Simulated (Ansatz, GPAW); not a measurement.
# Geometry or basis: what sets the conductance of butadiene-1,4-dithiol between two Ir chains

Wanted: T(E) of butadiene-1,4-dithiol between two Ir chains at a relaxed geometry in two programs, beside the unrelaxed structure.

Calculated with GPAW 26.7.0 and Ansatz 0.2.0; Ansatz plane waves; relaxation of the junction with the lead ends held; PAW set soft_1, in the first sound run; inputs show where later runs differ.

### Step 1. Starting point

The cell holds 26 atoms: 16 Ir, 2 S, 4 H and 4 C. Its edges and angles: a = 11.049 Å, b = 9.000 Å, c = 43.089 Å, α = 90.0°, β = 90.0°, γ = 90.0°. Regions: left lead, 8 atoms (8 Ir); channel, 10 atoms (2 S, 4 H and 4 C); right lead, 8 atoms (8 Ir). Vacuum lies along a and b. The structure is stacked along c, and the current runs across the ab planes.

### Step 2. Relaxation

Transmission follows bond lengths closely, so the atoms between the held lead ends are relaxed first, from a slightly shaken start that lets symmetry break.

input.yaml reads:

```yaml
crystal:
  lattice:
    - [11.0488319075, 0.0, 0.0]
    - [0.0, 9.0, 0.0]
    - [0.0, 0.0, 43.0894086291]
  atoms:
    - { symbol: Ir, position: [0.5, 0.5, 0.026688693] }
    - { symbol: Ir, position: [0.5, 0.5, 0.0800660791] }
    - { symbol: Ir, position: [0.5, 0.5, 0.1334434652] }
    - { symbol: Ir, position: [0.5, 0.5, 0.1868208513] }
    - { symbol: Ir, position: [0.5, 0.5, 0.2401982373] }
    - { symbol: Ir, position: [0.5, 0.5, 0.2935756234] }
    - { symbol: Ir, position: [0.494773028, 0.4899373492, 0.3477567776] }
    - { symbol: Ir, position: [0.5042432954, 0.5044317246, 0.4000313017] }
    - { symbol: S, position: [0.3297342942, 0.4990275248, 0.4359328224] }
    - { symbol: H, position: [0.5603216344, 0.5001942974, 0.4675849224] }
    - { symbol: C, position: [0.372424777, 0.5012476998, 0.4731126558] }
    - { symbol: C, position: [0.4836119124, 0.4985773445, 0.4826047258] }
    - { symbol: H, position: [0.2885941734, 0.5004947275, 0.4895714544] }
    - { symbol: H, position: [0.7069762327, 0.4973316952, 0.5102599016] }
    - { symbol: C, position: [0.5185885117, 0.501273783, 0.5154520777] }
    - { symbol: C, position: [0.6257266064, 0.5071388802, 0.5260944315] }
    - { symbol: H, position: [0.4476104462, 0.4992078118, 0.5320872034] }
    - { symbol: S, position: [0.6700784009, 0.4958881421, 0.565052546] }
    - { symbol: Ir, position: [0.5044689639, 0.503004253, 0.6018285825] }
    - { symbol: Ir, position: [0.5010069338, 0.5011609938, 0.6524184477] }
    - { symbol: Ir, position: [0.5, 0.5, 0.7064243766] }
    - { symbol: Ir, position: [0.5, 0.5, 0.7598017627] }
    - { symbol: Ir, position: [0.5, 0.5, 0.8131791487] }
    - { symbol: Ir, position: [0.5, 0.5, 0.8665565348] }
    - { symbol: Ir, position: [0.5, 0.5, 0.9199339209] }
    - { symbol: Ir, position: [0.5, 0.5, 0.973311307] }
kpoints:
  mp_grid: { grid: [1, 1, 2] }
hamiltonian:
  xc: pbe
  pseudopotentials: { kind: paw, azcp: { folder: soft_1 } }
scf:
  occupations: { method: fermi_dirac, width: 0.1 }
relax:
  f_tol: 0.03
  max_steps: 80
  constraints: [{ sites: [0, 1, 2, 3, 4, 5, 20, 21, 22, 23, 24, 25] }]
```

Launch:

```console
ansatz run input.yaml --threads 4 --pin off --max-ram 8192MiB --backend cpu --events-out ev --progress --plain --runs-dir out
```

Numbers of over 12 decimals in the logs are rounded to 6 here.

What it wrote:

```text
Engine: ansatz 0.2.0, aarch64-unknown-linux-gnu
Pseudopotentials: kind: paw
Pseudopotential: Ir, paw, valence charge 17, recommended cutoff 420 eV (normal), soft_1/Ir.paw.azcp
Pseudopotential: S, paw, valence charge 6, recommended cutoff 420 eV (normal), soft_1/S.paw.azcp
Pseudopotential: H, paw, valence charge 1, recommended cutoff 420 eV (normal), soft_1/H.paw.azcp
Pseudopotential: C, paw, valence charge 4, recommended cutoff 420 eV (normal), soft_1/C.paw.azcp
Functional definition: PBE
  parameter kappa = 0.804
  parameter beta = 0.066725
  exchange = pbe_x(kappa = kappa, mu = beta*pi^2/3)
  correlation = pbe_c(beta = beta)
Crystal: 26 atoms, lattice volume = 4284.789 Å³
Basis set: ecut = 420 eV, 83687 PW (Γ), exchange–correlation on 150×128×600 points (8 copies of the dense FFT grid, shifted against one another)
Bands: 183, of which v1, the nominal top of the filled ones, is band 152 counted from 1 (151 counted from 0)
Symmetry: 1 space group operations
Space group: P1 (ITA 1), of the structure as read, at distance tolerance 1.6e-4 Å
k-points: 2
Non-local potential: Ir, projectors of the file, l = 0: 3, l = 1: 2, l = 2: 2, l = 3: 1
Non-local potential: S, projectors of the file, l = 0: 2, l = 1: 2, l = 2: 1
Non-local potential: H, projectors of the file, l = 0: 2, l = 1: 1
Non-local potential: C, projectors of the file, l = 0: 2, l = 1: 2, l = 2: 1
PAW form: soft (Blöchl's): semilocal exchange-correlation on the pseudo side does not see the compensation charge
PAW one-centre angular grid: Ir, 590 points (default); XC on 64 Gauss nodes
PAW one-centre angular grid: S, 110 points (default); XC on 64 Gauss nodes
PAW one-centre angular grid: H, 110 points (default); XC on 64 Gauss nodes
PAW one-centre angular grid: C, 110 points (default); XC on 64 Gauss nodes
Initial density: superposition of atomic densities (neutral atoms: chi_scale 0, normalization atom)
Initial wavefunctions: pseudopotential atomic-orbital guess
Functional: x = pbe(κ = 0.804, μ = 0.219515), c = pbe(β = 0.066725)
SCF iter   1: F=—  HF=-193808.104151 eV  |F-HF|=—  |Δ(HF+E_count)|=         —  Δρ=2.65e-2  dr2=4.29e1  ethr=3.10e-3  ⟨swp⟩=7.0  Hψ=1630  notcnv=0  defer=1
preconditioner: auto → LDOS  [metal: Δε(μ)=0.044 eV  Ē_g=4.735 eV  σ=0.100 eV  W_gap=0.11  n_scr=390 (ndim 8)  ℏωp=7.4 eV  f_vac=0.771  D(μ)=45.07/eV (n_scr^D=188)  β→1.0]
SCF iter   2: F=—  HF=-193800.493758 eV  |F-HF|=—  |Δ(HF+E_count)|=    7.61e0  Δρ=1.48e-2  dr2=1.15e1  ethr=3.10e-3  ⟨swp⟩=4.0  Hψ=944  notcnv=0  defer=5
SCF iter   3: F=—  HF=-193798.900580 eV  |F-HF|=—  |Δ(HF+E_count)|=    1.59e0  Δρ=4.89e-3  dr2=1.43e0  ethr=3.10e-3  ⟨swp⟩=3.0  Hψ=671  notcnv=0  defer=5
SCF iter   4: F=—  HF=-193798.681721 eV  |F-HF|=—  |Δ(HF+E_count)|=   2.19e-1  Δρ=1.51e-3  dr2=1.80e-1  ethr=4.69e-4  ⟨swp⟩=2.0  Hψ=729  notcnv=0  defer=5
SCF iter   5: F=—  HF=-193798.660072 eV  |F-HF|=—  |Δ(HF+E_count)|=   2.16e-2  Δρ=5.06e-4  dr2=2.65e-2  ethr=5.93e-5  ⟨swp⟩=2.0  Hψ=518  notcnv=0  defer=5
SCF iter   6: F=—  HF=-193798.660989 eV  |F-HF|=—  |Δ(HF+E_count)|=   9.17e-4  Δρ=2.45e-4  dr2=4.53e-3  ethr=8.71e-6  ⟨swp⟩=2.0  Hψ=546  notcnv=0  defer=5
SCF iter   7: F=—  HF=-193798.659853 eV  |F-HF|=—  |Δ(HF+E_count)|=   1.14e-3  Δρ=7.41e-5  dr2=3.84e-4  ethr=1.49e-6  ⟨swp⟩=2.0  Hψ=527  notcnv=0  defer=5
SCF iter   8: F=—  HF=-193798.659907 eV  |F-HF|=—  |Δ(HF+E_count)|=   5.41e-5  Δρ=3.59e-5  dr2=1.23e-4  ethr=1.26e-7  ⟨swp⟩=2.0  Hψ=550  notcnv=0  defer=5
SCF iter   9: F=-193798.659940 eV  HF=-193798.659949 eV  |F-HF|=9.29e-6  |Δ(HF+E_count)|=   4.16e-5  Δρ=1.50e-5  dr2=1.83e-5  ethr=7.40e-9  ⟨swp⟩=4.0  Hψ=1273  notcnv=0
SCF 1 converged in 9 iterations: F = -193798.659940 eV  dr2 = 1.83e-5
  greatest PAW one-centre occupation: 1.000 electrons in one spin orbital (limit 2), on the Ir atom at site 19 (counted from 0), in its partial waves of l = 0
relax step   1: F+E_penalty+E_count = -193798.65993957 eV  Δ(F+E_penalty+E_count) = +0.000e0 eV  max|allowed force component| = 6.345e0 eV/Å  Δτ_max = 0.0000 Å  (9 SCF iters, dr2 threshold 2.25e-5 eV, accepted)
Initial density: handed on by an earlier stage of this run
Initial wavefunctions: those handed on with the density
iter 1 solved again at ethr=7.92e-4 eV; its pass at ethr=3.10e-3 eV (dr2=2.41e0 eV) is discarded
SCF iter   1: F=—  HF=-193800.430472 eV  |F-HF|=—  |Δ(HF+E_count)|=         —  Δρ=6.78e-3  dr2=2.41e0  ethr=7.92e-4  ⟨swp⟩=2.0  Hψ=1575  notcnv=0  defer=6
preconditioner: auto → LDOS  [metal: Δε(μ)=0.055 eV  Ē_g=4.717 eV  σ=0.100 eV  W_gap=0.14  n_scr=390 (ndim 8)  ℏωp=7.5 eV  f_vac=0.789  D(μ)=50.78/eV (n_scr^D=228)  β→1.0]
SCF iter   2: F=—  HF=-193800.302984 eV  |F-HF|=—  |Δ(HF+E_count)|=   1.27e-1  Δρ=3.55e-3  dr2=7.62e-1  ethr=7.92e-4  ⟨swp⟩=4.0  Hψ=829  notcnv=0  defer=6
SCF iter   3: F=—  HF=-193800.154371 eV  |F-HF|=—  |Δ(HF+E_count)|=   1.49e-1  Δρ=1.44e-3  dr2=1.65e-1  ethr=2.51e-4  ⟨swp⟩=2.0  Hψ=730  notcnv=0  defer=6
SCF iter   4: F=—  HF=-193800.125710 eV  |F-HF|=—  |Δ(HF+E_count)|=   2.87e-2  Δρ=4.17e-4  dr2=1.75e-2  ethr=5.44e-5  ⟨swp⟩=2.5  Hψ=616  notcnv=0  defer=6
SCF iter   5: F=—  HF=-193800.123872 eV  |F-HF|=—  |Δ(HF+E_count)|=   1.84e-3  Δρ=1.87e-4  dr2=3.56e-3  ethr=5.76e-6  ⟨swp⟩=2.0  Hψ=394  notcnv=0  defer=6
SCF iter   6: F=—  HF=-193800.123833 eV  |F-HF|=—  |Δ(HF+E_count)|=   3.93e-5  Δρ=9.27e-5  dr2=8.43e-4  ethr=1.17e-6  ⟨swp⟩=2.0  Hψ=497  notcnv=0  defer=6
SCF iter   7: F=—  HF=-193800.123846 eV  |F-HF|=—  |Δ(HF+E_count)|=   1.35e-5  Δρ=4.02e-5  dr2=1.58e-4  ethr=2.77e-7  ⟨swp⟩=1.5  Hψ=434  notcnv=0  defer=6
SCF iter   8: F=-193800.123842 eV  HF=-193800.123859 eV  |F-HF|=1.74e-5  |Δ(HF+E_count)|=   1.29e-5  Δρ=1.70e-5  dr2=2.83e-5  ethr=3.29e-8  ⟨swp⟩=3.0  Hψ=1207  notcnv=0
SCF 2 converged in 8 iterations: F = -193800.123842 eV  dr2 = 2.83e-5
  greatest PAW one-centre occupation: 1.000 electrons in one spin orbital (limit 2), on the Ir atom at site 6 (counted from 0), in its partial waves of l = 0
relax step   2: F+E_penalty+E_count = -193800.12384167 eV  Δ(F+E_penalty+E_count) = -1.464e0 eV  max|allowed force component| = 2.349e0 eV/Å  Δτ_max = 0.1945 Å  (8 SCF iters, dr2 threshold 1.00e-4 eV, accepted)
iter 1 solved again at ethr=2.12e-4 eV; its pass at ethr=3.10e-3 eV (dr2=6.45e-1 eV) is discarded
SCF iter   1: F=—  HF=-193800.726081 eV  |F-HF|=—  |Δ(HF+E_count)|=         —  Δρ=4.70e-3  dr2=5.74e-1  ethr=2.12e-4  ⟨swp⟩=2.0  Hψ=1462  notcnv=0  defer=6
preconditioner: auto → LDOS  [metal: Δε(μ)=0.007 eV  Ē_g=4.591 eV  σ=0.100 eV  W_gap=0.02  n_scr=390 (ndim 8)  ℏωp=7.5 eV  f_vac=0.789  D(μ)=51.43/eV (n_scr^D=236)  β→1.0]
[...]
SCF 3 converged in 7 iterations: F = -193800.622365 eV  dr2 = 2.07e-5
  greatest PAW one-centre occupation: 1.000 electrons in one spin orbital (limit 2), on the Ir atom at site 5 (counted from 0), in its partial waves of l = 0
relax step   3: F+E_penalty+E_count = -193800.62236499 eV  Δ(F+E_penalty+E_count) = -4.985e-1 eV  max|allowed force component| = 1.806e0 eV/Å  Δτ_max = 0.2000 Å  (7 SCF iters, dr2 threshold 1.00e-4 eV, accepted)
[...]
relax step   4: F+E_penalty+E_count = -193801.01643489 eV  Δ(F+E_penalty+E_count) = -3.941e-1 eV  max|allowed force component| = 1.151e0 eV/Å  Δτ_max = 0.1947 Å  (7 SCF iters, dr2 threshold 1.00e-4 eV, accepted)
[...]
relax step   5: F+E_penalty+E_count = -193801.30915802 eV  Δ(F+E_penalty+E_count) = -2.927e-1 eV  max|allowed force component| = 6.746e-1 eV/Å  Δτ_max = 0.1960 Å  (7 SCF iters, dr2 threshold 1.00e-4 eV, accepted)
[...]
relax step   6: F+E_penalty+E_count = -193801.55727060 eV  Δ(F+E_penalty+E_count) = -2.481e-1 eV  max|allowed force component| = 5.358e-1 eV/Å  Δτ_max = 0.2000 Å  (7 SCF iters, dr2 threshold 1.00e-4 eV, accepted)
[...]
relax step   7: F+E_penalty+E_count = -193801.73123352 eV  Δ(F+E_penalty+E_count) = -1.740e-1 eV  max|allowed force component| = 2.934e-1 eV/Å  Δτ_max = 0.2000 Å  (8 SCF iters, dr2 threshold 9.85e-5 eV, accepted)
[...]
relax step   8: F+E_penalty+E_count = -193801.81099308 eV  Δ(F+E_penalty+E_count) = -7.976e-2 eV  max|allowed force component| = 4.464e-2 eV/Å  Δτ_max = 0.2000 Å  (8 SCF iters, dr2 threshold 2.58e-5 eV, accepted)
SCF iter   1: F=—  HF=-193801.828130 eV  |F-HF|=—  |Δ(HF+E_count)|=         —  Δρ=1.61e-3  dr2=1.30e-1  ethr=5.72e-4  ⟨swp⟩=6.0  Hψ=984  notcnv=0  defer=3
preconditioner: auto → LDOS  [metal: Δε(μ)=0.026 eV  Ē_g=4.592 eV  σ=0.100 eV  W_gap=0.06  n_scr=390 (ndim 8)  ℏωp=7.5 eV  f_vac=0.789  D(μ)=49.29/eV (n_scr^D=214)  β→1.0]
SCF iter   2: F=—  HF=-193801.817072 eV  |F-HF|=—  |Δ(HF+E_count)|=   1.11e-2  Δρ=6.35e-4  dr2=1.81e-2  ethr=4.27e-5  ⟨swp⟩=2.0  Hψ=639  notcnv=0  defer=4
SCF iter   3: F=—  HF=-193801.816340 eV  |F-HF|=—  |Δ(HF+E_count)|=   7.33e-4  Δρ=3.83e-4  dr2=1.68e-2  ethr=5.97e-6  ⟨swp⟩=2.0  Hψ=611  notcnv=0  defer=4
SCF iter   4: F=—  HF=-193801.815289 eV  |F-HF|=—  |Δ(HF+E_count)|=   1.05e-3  Δρ=2.07e-4  dr2=4.57e-3  ethr=5.52e-6  ⟨swp⟩=1.0  Hψ=362  notcnv=0  defer=4
SCF iter   5: F=—  HF=-193801.815166 eV  |F-HF|=—  |Δ(HF+E_count)|=   1.24e-4  Δρ=8.48e-5  dr2=7.68e-4  ethr=1.50e-6  ⟨swp⟩=1.5  Hψ=363  notcnv=0  defer=4
SCF iter   6: F=—  HF=-193801.815173 eV  |F-HF|=—  |Δ(HF+E_count)|=   7.66e-6  Δρ=2.31e-5  dr2=5.02e-5  ethr=2.53e-7  ⟨swp⟩=2.0  Hψ=507  notcnv=0  defer=4
SCF iter   7: F=—  HF=-193801.814300 eV  |F-HF|=—  |Δ(HF+E_count)|=   8.73e-4  Δρ=8.70e-6  dr2=5.85e-6  ethr=1.65e-8  ⟨swp⟩=2.0  Hψ=534  notcnv=0  defer=4
SCF iter   8: F=—  HF=-193801.814302 eV  |F-HF|=—  |Δ(HF+E_count)|=   1.93e-6  Δρ=3.85e-6  dr2=1.35e-6  ethr=1.93e-9  ⟨swp⟩=2.0  Hψ=534  notcnv=0  defer=4
SCF iter   9: F=—  HF=-193801.814303 eV  |F-HF|=—  |Δ(HF+E_count)|=   7.04e-7  Δρ=1.71e-6  dr2=2.21e-7  ethr=4.44e-10  ⟨swp⟩=2.0  Hψ=452  notcnv=0  defer=4
SCF iter  10: F=-193801.814303 eV  HF=-193801.814303 eV  |F-HF|=2.01e-8  |Δ(HF+E_count)|=   7.63e-8  Δρ=7.43e-7  dr2=4.97e-8  ethr=3.29e-11  ⟨swp⟩=4.0  Hψ=1147  notcnv=0
SCF 9 converged in 10 iterations: F = -193801.814303 eV  dr2 = 4.97e-8
relax step   9: F+E_penalty+E_count = -193801.81430307 eV  Δ(F+E_penalty+E_count) = -3.310e-3 eV  max|allowed force component| = 2.830e-2 eV/Å  Δτ_max = 0.0627 Å  (10 SCF iters, accepted)
SCF converged after 10 iterations
Free energy (F): -193801.814303 eV
Harris-Foulkes:  -193801.814303 eV  (|F-HF|=2.01e-8)
Internal energy: -193800.273296 eV  (E = F + TS)
E sigma→0 (E₀):  -193801.043800 eV
Entropy (-TS):   -1.541007 eV (-59.269 meV/atom)
Fermi energy:    -3.594513 eV
--- Per-component energies (eV) ---
  E_band       = -9210.292302
  E_kinetic    = 9217.072918
  E_local      = -98212.356181  (includes V_loc(G=0)·N_el)
  E_nonlocal   = 3249.280703
  E_hartree    = 42778.331789
  E_xc         = -4015.459327
  E_vxc        = -4450.537538  (∫ρ·V_xc dr)
  E_paw        = -149878.453446  (= ΣΔE_a)
  E_vpaw       = -4570.420732  (= ΣTr[D̂ρ^β])
  E_aug_tail   = 0.001596  (compensation charges beyond the density's cutoff)
  E_ewald      = 3061.308651
  E_smearing   = -1.541007  (= −TS)
  E_closure    = 0.000000  (closes the sum)
  Σ components = -193801.814303   (vs F -193801.814303, Δ=0.00e0)
--- Forces (eV/Å), atoms counted from 1 ---
  atom   1  Ir     0.05774312     0.00337361    -0.00480224
  atom   2  Ir    -0.07661735    -0.00229043    -0.05894234
  atom   3  Ir     0.08744061     0.00182752    -0.04541487
  atom   4  Ir    -0.09106064    -0.00400038     0.18356217
  atom   5  Ir    -0.36316369    -0.02717410    -0.02479861
  atom   6  Ir     0.48824481     0.03057846     0.11605259
  atom   7  Ir     0.00089932     0.00488541     0.00707874
  atom   8  Ir    -0.01455530     0.00006539     0.00255803
  atom   9  S      0.01275755    -0.00032523    -0.01130349
  atom  10  H     -0.00210075    -0.00020248     0.00457115
  atom  11  C      0.00869941     0.00024302     0.00095517
  atom  12  C     -0.01645161    -0.00114516    -0.02457832
  atom  13  H      0.00285598    -0.00214562     0.01382569
  atom  14  H     -0.00401442     0.00091083    -0.01267434
  atom  15  C      0.01634378     0.00240419     0.02830449
  atom  16  C     -0.00543767    -0.00136614    -0.00098338
  atom  17  H      0.00029107    -0.00297165    -0.00610308
  atom  18  S     -0.01536840     0.00121729     0.00911451
  atom  19  Ir     0.01550838    -0.00032566    -0.00114073
  atom  20  Ir    -0.00167179    -0.00237301    -0.00594335
  atom  21  Ir    -0.48705259    -0.00861012    -0.12040964
  atom  22  Ir     0.36421676     0.00581567     0.02644647
  atom  23  Ir     0.09116376     0.00429917    -0.18454418
  atom  24  Ir    -0.08735436    -0.00493925     0.04507100
  atom  25  Ir     0.07652664     0.00386652     0.05939438
  atom  26  Ir    -0.05783741    -0.00161728     0.00469875
  max |Σ_I F_I| component: 5.45e-6 eV/Å
--- Relaxed structure (9 steps of the walk, 9 accepted, 0 SCFs on fresh bases) ---
  F+E_penalty+E_count = -193801.81430307 eV   max|allowed force component| = 2.830e-2 eV/Å
  atoms:
    - { symbol: Ir, position: [0.500000, 0.500000, 0.026689] }
    - { symbol: Ir, position: [0.500000, 0.500000, 0.080066] }
    - { symbol: Ir, position: [0.500000, 0.500000, 0.133443] }
    - { symbol: Ir, position: [0.500000, 0.500000, 0.186821] }
    - { symbol: Ir, position: [0.500000, 0.500000, 0.240198] }
    - { symbol: Ir, position: [0.500000, 0.500000, 0.293576] }
    - { symbol: Ir, position: [0.386384, 0.489518, 0.337970] }
    - { symbol: Ir, position: [0.462758, 0.495381, 0.387383] }
    - { symbol: S, position: [0.348373, 0.493058, 0.428594] }
    - { symbol: H, position: [0.583920, 0.498810, 0.470802] }
    - { symbol: C, position: [0.389828, 0.495357, 0.467078] }
    - { symbol: C, position: [0.498413, 0.497828, 0.483601] }
    - { symbol: H, position: [0.306346, 0.494283, 0.480850] }
    - { symbol: H, position: [0.695020, 0.501613, 0.519187] }
    - { symbol: C, position: [0.502936, 0.498811, 0.516396] }
    - { symbol: C, position: [0.611481, 0.500768, 0.532939] }
    - { symbol: H, position: [0.417432, 0.498002, 0.529197] }
    - { symbol: S, position: [0.652772, 0.502197, 0.571440] }
    - { symbol: Ir, position: [0.538064, 0.500937, 0.612597] }
    - { symbol: Ir, position: [0.614099, 0.503350, 0.662058] }
    - { symbol: Ir, position: [0.500000, 0.500000, 0.706424] }
    - { symbol: Ir, position: [0.500000, 0.500000, 0.759802] }
    - { symbol: Ir, position: [0.500000, 0.500000, 0.813179] }
    - { symbol: Ir, position: [0.500000, 0.500000, 0.866557] }
    - { symbol: Ir, position: [0.500000, 0.500000, 0.919934] }
    - { symbol: Ir, position: [0.500000, 0.500000, 0.973311] }
```

Wall time 5.4 min (4 threads of Arm Neoverse V1, shared host); peak memory 6.6 GiB; 21 min of CPU time.

The steps of the relaxation:

| step | energy less that of the first step (eV) | largest force component (eV/Å) |
| --- | --- | --- |
| 1 | 0.0000 | 6.3445 |
| 2 | -1.4639 | 2.3489 |
| 3 | -1.9624 | 1.8062 |
| 4 | -2.3565 | 1.1513 |
| 5 | -2.6492 | 0.6746 |
| 6 | -2.8973 | 0.5358 |
| 7 | -3.0713 | 0.2934 |
| 8 | -3.1511 | 0.0446 |
| 9 | -3.1544 | 0.0283 |

The atoms that moved most (Å):

| atom | dx | dy | dz | length |
| --- | --- | --- | --- | --- |
| Ir20 | 1.250 | 0.020 | 0.415 | 1.317 |
| Ir7 | -1.198 | -0.004 | -0.422 | 1.270 |
| Ir8 | -0.458 | -0.081 | -0.545 | 0.717 |
| Ir19 | 0.371 | -0.019 | 0.464 | 0.595 |
| H13 | 0.196 | -0.056 | -0.376 | 0.428 |
| H14 | -0.132 | 0.039 | 0.385 | 0.409 |
| S9 | 0.206 | -0.054 | -0.316 | 0.381 |
| H17 | -0.333 | -0.011 | -0.125 | 0.356 |

Final coordinates:

```cif
data_structure
_symmetry_space_group_name_H-M 'P 1'
_symmetry_Int_Tables_number 1
_cell_length_a 11.0488
_cell_length_b 9.0000
_cell_length_c 43.0894
_cell_angle_alpha 90.000
_cell_angle_beta 90.000
_cell_angle_gamma 90.000
_cell_volume 4284.79
loop_
_atom_site_label
_atom_site_type_symbol
_atom_site_fract_x
_atom_site_fract_y
_atom_site_fract_z
_atom_site_occupancy
Ir1 Ir 0.50000 0.50000 0.02669 1
Ir2 Ir 0.50000 0.50000 0.08007 1
Ir3 Ir 0.50000 0.50000 0.13344 1
Ir4 Ir 0.50000 0.50000 0.18682 1
Ir5 Ir 0.50000 0.50000 0.24020 1
Ir6 Ir 0.50000 0.50000 0.29358 1
Ir7 Ir 0.38638 0.48952 0.33797 1
Ir8 Ir 0.46276 0.49538 0.38738 1
S9 S 0.34837 0.49306 0.42859 1
H10 H 0.58392 0.49881 0.47080 1
C11 C 0.38983 0.49536 0.46708 1
C12 C 0.49841 0.49783 0.48360 1
H13 H 0.30635 0.49428 0.48085 1
H14 H 0.69502 0.50161 0.51919 1
C15 C 0.50294 0.49881 0.51640 1
C16 C 0.61148 0.50077 0.53294 1
H17 H 0.41743 0.49800 0.52920 1
S18 S 0.65277 0.50220 0.57144 1
Ir19 Ir 0.53806 0.50094 0.61260 1
Ir20 Ir 0.61410 0.50335 0.66206 1
Ir21 Ir 0.50000 0.50000 0.70642 1
Ir22 Ir 0.50000 0.50000 0.75980 1
Ir23 Ir 0.50000 0.50000 0.81318 1
Ir24 Ir 0.50000 0.50000 0.86656 1
Ir25 Ir 0.50000 0.50000 0.91993 1
Ir26 Ir 0.50000 0.50000 0.97331 1
```

Numbers from this step:

```
free energy         : -193801.8143 eV
smearing term TS    : 1.541 eV
symmetry operations : 1
```

The relaxation lowered the energy of the cell by 3.15 eV.

(Continued in part 2 of 5.)

[Logs are printed without paths, hosts, clocks, repeated set-up lines and the standing remarks that a program may print on its own settings, such as how far it seeks lower states.]

[Hosts, paths, dates, database ids (printed as entryN), source tags and the programs' standing remarks are cut or masked in the printed files.]
